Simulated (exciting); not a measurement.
## Ge: single point with LDA

The system is Ge.

```
CELL_PARAMETERS angstrom
1.48805 -2.59469 0.00000
1.48805 2.59469 0.00000
0.00000 0.00000 4.72760
ATOMIC_POSITIONS crystal
Ge 0.33345 0.66655 0.25000
Ge 0.66655 0.33345 0.75000
```

This isn't the form of Ge at room conditions, which is diamond.

| Quantity | Value |
| --- | --- |
| Program | exciting (release sodium) |
| Task | single point |
| Functional | LDA |
| Potentials or basis | all-electron LAPW+lo, shipped species files, valence relativity iora* |
| rgkmax | 9 |
| k mesh | 10 × 10 × 6 |
| Occupations | gaussian, width 0.1 eV |
| Spin | no spin polarisation |

| Item | Value |
| --- | --- |
| Band gap on the k mesh | none (metal or under the smearing width) |
| All electrons inside the program's atomic spheres | Ge 29.48 (radii Ge 2.0 bohr) |
| Density of states at the Fermi level | 1.16 states/eV per cell |

Levels at points of the mesh, in eV from the Fermi level:
```tsv
k point	band 11	band 12	band 13	band 14	band 15	band 16	band 17	band 18
(0.00, 0.00, 0.00)	-13.36	-7.53	-5.47	6.52	6.64	8.60	8.71	9.96
(0.50, 0.00, 0.00)	-8.47	-7.11	-2.33	-1.26	-0.86	1.49	2.42	6.53
(0.50, 0.50, 0.00)	-8.54	-7.15	-2.37	-1.29	-0.92	1.46	2.57	6.67
(0.00, 0.00, 0.50)	-11.69	-11.69	1.86	1.86	7.65	7.65	7.76	7.76
(0.50, 0.00, 0.50)	-7.05	-7.05	-4.88	-4.88	4.07	4.07	5.01	5.01
(0.50, 0.50, 0.50)	-7.12	-7.12	-4.90	-4.90	4.22	4.22	5.03	5.03
```

It took 5.9 min on 1 thread of Arm Neoverse V2, on a shared host, peak memory 0.14 GiB.

Caveat: the log's total energy holds no entropy term; the free energy is that total less TS from the occupations.
